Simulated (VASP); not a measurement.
Wanted: an ASE script for a VASP 6.6.1 run.

```yaml
Task: band structure
Functional: BLYP
Potentials_or_basis: VASP PAW PBE potentials, release 64 (K_sv, Cl)
Cutoff: 520 eV
k_mesh: 7 × 7 × 7
Occupations: gaussian, width 0.05 eV
Spin: collinear spin, ferromagnetic start
Starting_moments: "[0.5, 0.0] μB"
Further_INCAR_settings: ALGO = All; EDIFF = 1.00e-06; NBANDS = 19; ISYM = 0
```

KCl (Sylvite):

```
K Cl
1.0
     0.00000    3.14647    3.14647
     3.14647    0.00000    3.14647
     3.14647    3.14647    0.00000
K Cl
1 1
Direct
  0.00000 0.00000 0.00000
  0.50000 0.50000 0.50000
```

These files were run (other wordings do the same):

run.py

```python
from ase import Atoms
from ase.calculators.vasp import Vasp
from ase.dft.bandgap import bandgap

atoms = Atoms(
    ['K', 'Cl'],
    cell=[[0.0, 3.14647, 3.14647], [3.14647, 0.0, 3.14647], [3.14647, 3.14647, 0.0]],
    scaled_positions=[[0.0, 0.0, 0.0], [0.5, 0.5, 0.5]],
    pbc=True,
)
atoms.set_initial_magnetic_moments([0.5, 0.0])
calc = Vasp(
    directory='calc',
    xc='blyp',
    pp='PBE',
    setups='recommended',
    prec='Accurate',
    encut=520,
    ediff=1e-06,
    ismear=0,
    sigma=0.05,
    lreal=False,
    lasph=True,
    nelm=100,
    algo='All',
    isif=2,
    lwave=False,
    lcharg=True,
    ispin=2,
    lorbit=11,
    kpts=[7, 7, 7],
    gamma=True,
    nbands=19,
)
atoms.calc = calc

print('energy (eV):', atoms.get_potential_energy())
print('free energy (eV):', atoms.get_potential_energy(force_consistent=True))
efermi = calc.get_fermi_level()
print('Fermi level (eV):', efermi)
path = atoms.cell.bandpath(npoints=40, eps=1e-4)
print('path:', path.path)
calc.set(kpts=path.kpts, reciprocal=True, icharg=11, isym=0, lcharg=False)
calc.calculate(atoms)
print('gap on the path (eV):', bandgap(calc, efermi=efermi)[0])
print('direct gap on the path (eV):', bandgap(calc, efermi=efermi, direct=True)[0])
```

Potentials or basis: VASP PAW PBE potentials, release 64 (K_sv, Cl).

Run with:

```console
$ python run.py
```

It gave:

```
Band gap along the path : 5.18 eV, direct
Net moment              : 0.00 μB per cell
```

Caveat: the log is that of the step along the path at fixed density, whose energy, stress, charges and moments have no meaning.

Run time: 120 s on 1 thread of Intel(R) Xeon(R) Platinum 8488C (Sapphire Rapids) (shared host), peak memory 0.35 GiB.
